How far can a crystal of germanium be stretched before its pressure–volume curve stops describing the same electronic state? In this hexagonal form each atom has four neighbours, as in diamond, but the layers are stacked differently. Squeezing the crystal makes it push outward, and stretching it makes it pull inward, which the table counts as negative pressure. Ten of the rows share one cell shape at different sizes, and one also differs in its shape. Which of them leave the smooth curve, and why?

Hexagonal germanium (P6₃/mmc, 4 atoms per cell), computed with Ansatz 0.2.0 using HSE06, PAW and a 420 eV plane-wave cutoff, without spin polarisation or spin–orbit coupling. The k mesh is 6×6×4, with Fermi–Dirac smearing of 0.02 eV. Atoms are fixed at positions relaxed with r2SCAN; pressure and stress are positive in compression, and z lies along c.

```
volume (Å³/atom)     c/a  shortest distance (Å)  pressure (GPa)  stress xx (GPa)  stress zz (GPa)
          20.182  1.6492                  2.355          12.500           12.400           12.700
          20.819  1.6492                  2.380           8.800            8.800            8.900
          21.143  1.6492                  2.392           7.200            7.100            7.200
          21.470  1.6492                  2.404           5.600            5.600            5.600
          22.134  1.6492                  2.428           2.800            2.800            2.800
          22.811  1.6492                  2.452           0.400            0.400            0.300
          22.898  1.6555                  2.454           0.100            0.400           -0.300
          23.502  1.6492                  2.477          -1.700           -1.600           -1.800
          24.207  1.6492                  2.501          -3.400           -3.400           -3.500
          24.926  1.6492                  2.525          -4.800           -4.700           -4.800
          25.659  1.6492                  2.550          -6.000           -6.000           -6.200
```

The smooth part comes from the bonds. They stiffen when shortened and soften when lengthened, so equal steps in volume cost less and less pressure towards the bottom of the table. A standard way to write this is the third-order Birch–Murnaghan curve, which follows from an energy cubic in a suitably defined strain:

P = A V^(−5/3) + B V^(−7/3) + C V^(−3)

Here P is the mean pressure, V the volume per atom, and A, B and C are constants. They were found by least squares from the seven rows that share one c/a ratio (height over base edge of the cell) and keep a clear band gap, volumes 20.182 to 23.502. Pressures with more decimals than the table prints were used. The curve meets these seven to better than 0.01 GPa, so it can reveal breaks that the printed digits hide.

The row at volume 22.898 looks irregular at first sight. Its cell was lengthened by 0.38% along c and left alone along a, and the two stresses part by 0.7 GPa, against at most 0.3 GPa in the other rows. Yet its mean pressure lies within 0.01 GPa of the curve, although the row was not used in the fit. The shape has changed the stress in each direction, but the mean pressure still follows the volume.

The reason is elastic. When this crystal is scaled equally in all directions, the stresses along a and c stay nearly equal. Elastic constants are symmetric: stretching c changes the stress along a just as stretching a changes the stress along c. Together these two facts make the mean pressure respond to a small stretch of c almost as it would to the same volume change made evenly. The numbers agree: the mean pressure falls by 74 GPa per unit stretch, and the bulk modulus of the curve, its resistance to a volume change, is also 74 GPa there.

The row at 24.926 breaks the curve itself. Carried on to this volume, the curve gives −5.02 GPa, whereas the calculation gives −4.75 GPa. The crystal thus pulls inward about one twentieth less than this curve predicts. The last row is off by a similar amount, 0.30 GPa, while the row at 24.207 is off by only 0.05 GPa. These sizes rest on carrying the curve beyond the rows it was fitted to. Another standard form, such as the Vinet curve, is expected to give a somewhat smaller break, so the second decimal should not be trusted.

The electrons change over at the same place. Up to 23.502 the valence levels are practically full and the conduction levels practically empty. At 24.207 the lowest conduction level at Γ, the centre of the Brillouin zone, already holds about 0.27 of the two electrons it can take. In the last two rows the gap is zero, and two levels of equal energy sit at the Fermi level.

Those two levels formed the top of the valence band, where they held four electrons. If the conduction level drops below them and takes two, they are left half full. The entropy of the smeared filling supports this reading: a half-filled pair at Γ should contribute 0.385 meV, and the row at 24.926 has 0.39 meV. The last row has 0.47 meV, so some other levels near the Fermi level must be partly filled there too.

Such a transfer changes the pressure because the two kinds of level respond differently to volume. In germanium the conduction level at Γ that is built mainly from s orbitals is antibonding, so it falls relative to the valence top as the bonds lengthen. Moving electrons into it from the valence top therefore costs less energy the more the crystal expands, and the transfer adds an outward push. That weakens the inward pull, which is the direction of the break.

The gap trend gives a rough size for this push. Between 20.819 and 23.502, where both band edges lie at Γ, the gap shrinks from 0.650 to 0.294 eV:

(0.650 − 0.294) eV / (23.502 − 20.819) Å³ per atom ≈ 0.133 eV per Å³ per atom

The cell has four atoms, and Γ carries 1/144 of the weight in the mesh of sampled points. For two electrons, with 1 eV/Å³ equal to about 160 GPa, this gives

ΔP ≈ (0.133 / 4) × (2 / 144) × 160 GPa ≈ 0.07 GPa

The estimate has the right sign, but it covers only about a quarter of the break, because it follows the wrong level. The fillings at Γ reveal this, since with a known smearing width even a tiny filling gives the energy of its level. At 22.811 the two lowest conduction levels lie 0.38 and about 0.70 eV above the valence top. At 24.207 they lie 0.09 and 0.21 eV above it. The earlier gap trend, taken against the logarithm of the volume and carried on to 24.207, also gives 0.21 eV. So the former lowest level has kept its course, and the other one has dropped below it. On the same course the former lowest level would lie only about 0.04 eV above the valence top at 25.659. In that row the half-filled pair lies 0.004 eV above the Fermi level, so it must be slightly less than half full. The missing 0.2 electrons or so fit the former lowest level. At this smearing a level 0.04 eV above the pair holds about that many, and such a filling is expected to add about the entropy by which the last row exceeds a half-filled pair.

That other level falls by about 0.44 eV per Å³ per atom, over three times as fast as the earlier gap. Such a steep fall is expected of the antibonding s level. The slower level is expected to come from the L point of diamond, at the edge of its Brillouin zone, which the hexagonal stacking folds onto Γ. Put into the same formula, the slope of the fast level gives about 0.24 GPa, which is most of the break.

Ordinary softening is a simpler explanation, since a third-order curve may fail when carried beyond its range. A fourth-order curve through all ten rows of equal c/a still misses by up to 0.07 GPa. Adding instead a term proportional to the number of moved electrons, with the same count of constants, brings the largest miss down to about 0.01 GPa. A good fit alone would be weak evidence, since the filling of the last two rows was inferred and the added term is almost a step. But the fit makes two moved electrons worth 0.25 GPa, close to the 0.24 GPa found from the slope of the fast level. The fitted value is expected to shift with the form chosen for the smooth part, so the two agree in size rather than to the last digit. That agreement still supports the change of filling as the cause.

The stresses were only loosely converged, so they need a separate test. Pressure can also be obtained from the energy difference between neighbouring volumes. Over the last two intervals this route lies 0.25 GPa above the curve on average, much like the stresses. The break is therefore present in the energy and is not a fault of the stress alone.

It should still not be read as a transition of real germanium. The method has not been checked for a hybrid functional on a metallic state. The transfer also rests on one sampled point, Γ, which stands for 1/144 of the Brillouin zone. The levels are expected to change order only in a smaller region around Γ, so much of the break probably comes from the mesh. Spin–orbit coupling, absent here, would narrow the gap and so shift the volume at which it closes.

For an equation of state, fit the rows with a clear gap and leave out the three widest cells. The stretched cell may be used through its mean pressure, while its separate stresses belong to the elastic constants. Before trusting the wide cells, repeat them with a denser mesh and less smearing, and look at the filling at Γ as well as the pressure. Whatever part of the break vanishes as Γ loses weight came from the sampling.
